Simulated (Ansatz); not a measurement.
**Structural energy differences of tin**

These are results of DFT, r2SCAN, plane waves (500 eV) with PAW, scalar-relativistic in Ansatz 0.2.0, not measurements. (PAW data from PBE, frozen cores regenerated.)

Each structure is relaxed within its own symmetry, so a high-lying one may be dynamically unstable.

```tsv
structure	ΔE (meV/atom)	V (Å³/atom)	cell	magnetic state
alpha-Sn (diamond)	0	35.42	a = 6.568 Å	spin not included
beta-Sn (white tin)	126	27.62	a = 5.896 Å, c = 3.178 Å (c/a = 0.539)	spin not included
simple cubic	142	28.43	a = 3.052 Å	spin not included
omega (AlB2-type)	233	27.12	a = 5.369 Å, c = 3.259 Å (c/a = 0.607)	spin not included
hcp	237	26.99	a = 3.342 Å, c = 5.580 Å (c/a = 1.669)	spin not included
fcc	243	27.33	a = 4.781 Å	spin not included
dhcp	245	27.14	a = 3.357 Å, c = 11.121 Å (c/a = 3.312)	spin not included
bcc	246	26.84	a = 3.772 Å	spin not included
A15	316	28.03	a = 6.076 Å	spin not included
```

ΔE counts from alpha-Sn (diamond).

Differences under about 8 meV lie within the error of the k-point mesh.
